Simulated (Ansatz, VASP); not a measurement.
**One calculation of Cu, two programs**

```xyz
6
Lattice="2.5418 0.0000 0.0000 -1.2709 2.2013 0.0000 0.0000 0.0000 24.7384" Properties=species:S:1:pos:R:3 pbc="T T T"
Cu    0.0000    0.0000    9.2129
Cu    1.2709    0.7338    7.1130
Cu    0.0000    1.4675   11.3167
Cu    0.0000    0.0000   15.5255
Cu    1.2709    0.7338   13.4217
Cu    0.0000    1.4675   17.6255
```

Alike in both runs: functional PBE; k mesh 18 × 18 × 2; occupations gaussian, width 0.1 eV; no spin polarisation.

Ansatz relaxed the structure, and its values are those at the end. VASP's run is a single point on that final structure, the one shown.

```csv
,VASP,Ansatz
version,VASP 6.6.1,Ansatz 0.2.0
potentials or method,"VASP PAW PBE potentials, release 64 (Cu)","scalar-relativistic, plane waves, PAW"
plane-wave cutoff (eV),520,420
valence electrons in the cell,66,114
```

Ansatz gave:

```
gap on the k mesh at the Fermi level (eV) : none
rms of the force components (eV/Å)        : 0.001
```

Q: Which values does VASP return?

A: gap on the k mesh at the Fermi level (eV): none; rms of the force components (eV/Å): 0.005.

A gap of «none» marks a metal or a gap that the smearing closes. The two sets of potentials don't hold the same shells in valence.
